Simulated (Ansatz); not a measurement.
## AlNi3 in Ansatz: convergence with ecutrho ratio

AlNi3:

```xyz
4
Lattice="3.5231 0.0000 0.0000 0.0000 3.5231 0.0000 0.0000 0.0000 3.5231" Properties=species:S:1:pos:R:3 pbc="T T T"
Ni    1.7615    1.7615    0.0000
Ni    1.7615    0.0000    1.7615
Ni    0.0000    1.7615    1.7615
Al    0.0000    0.0000    0.0000
```

The cell is a database's computed one.

| Quantity | Value |
| --- | --- |
| Program | Ansatz 0.2.0 |
| Task | convergence study |
| Functional | PBEsol |
| Potentials or basis | Ansatz PAW |
| Cutoff | 420 eV |
| Density cutoff | 1680 eV |
| k mesh | 6 × 6 × 6 |
| Occupations | fermi-dirac, width 0.1 eV |
| Spin | collinear spin, ferromagnetic start |
| Starting moments | [1.0, 1.0, 1.0, 0.0] μB |

These are the settings of the first run; the series varies ecutrho ratio, with any setting tied to it.

Hardware: 2 threads of Arm Neoverse V1, with other jobs on the host.

```
ecutrho ratio  energy less the tightest run, at zero smearing (meV/atom)  SCF cycles  CPU time (s)  peak memory (GiB)
            4                                                       0.00          16             9               0.37
            5                                                       0.00          17           9.2               0.38
            6                                                       0.00          17           9.3               0.38
            8                                                       0.00          17           9.7                0.4
           10                                                       0.00          17            10               0.42
           12                                                       0.00          17            11               0.46
```

Against the tightest run, the energy stays within 1 meV/atom from 4 on. The tightest run that finished is the yardstick and may itself not be fully converged.

Caveat, for the tightest run too: the starting moments weren't kept.
